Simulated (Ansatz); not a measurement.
# Sn: the cost of one run

Method: DFT PBEsol, scalar-relativistic, in Ansatz 0.2.0.

### 1 The system as given

The structure is tetragonal, space group I4/mmm (No. 139). Conventional cell: a = 3.182 Å, b = 3.182 Å, c = 5.831 Å, α = 90.00°, β = 90.00°, γ = 90.00°. Sn (site symmetry 4/mmm) has 4 Sn at 3.18 Å as nearest neighbours.

As a file:

```cif
data_structure
_symmetry_space_group_name_H-M 'P 1'
_symmetry_Int_Tables_number 1
_cell_length_a 3.6827
_cell_length_b 3.6827
_cell_length_c 3.6827
_cell_angle_alpha 128.816
_cell_angle_beta 128.816
_cell_angle_gamma 75.306
_cell_volume 29.51
loop_
_atom_site_label
_atom_site_type_symbol
_atom_site_fract_x
_atom_site_fract_y
_atom_site_fract_z
_atom_site_occupancy
Sn1 Sn 0.00000 0.00000 0.00000 1
```

### 2 After the deformation

Space group I4/mmm before, C2/m after.

### 3 All-electron LAPW

input.yaml

```yaml
crystal:
  lattice:
    - [-1.613282, 1.5841255, 2.91565]
    - [1.5841255, -1.613282, 2.91565]
    - [1.5973745, 1.5973745, -2.9315575]
  atoms:
    - { symbol: Sn, position: [0.0, 0.0, 0.0] }
kpoints:
  mp_grid: { grid: [18, 18, 18] }
  band_path:
    path:
      - [0.0, 0.0, 0.0]
      - [0.5, 0.5, -0.5]
      - [0.1452603204, 0.8547396796, -0.5]
      - [-0.1452603204, 0.1452603204, 0.5]
      - [0.0, 0.0, 0.5]
      - [0.0, 0.0, 0.0]
      - [-0.5, 0.5, 0.0]
      - [0.0, 0.5, 0.0]
      - [0.0, 0.0, 0.0]
    npoints: 5
scf:
  occupations: { method: fermi_dirac, width: 0.03 }
hamiltonian:
  xc: pbesol
  pseudopotentials: { kind: all_electron, lapw: { basis_error: 0.001 } }
output:
  forces: true
  stress: true
  eigenvalues: true
```

Run with:

```bash
$ ansatz run input.yaml --threads 1 --pin off --max-ram 3072MiB --backend cpu --events-out ev --progress --plain --runs-dir out
```

**Question.** How long does this run take on 1 thread of Arm Neoverse V1, shared host, and how much memory does it need?

About 2 min, with a peak of 1.3 GiB.
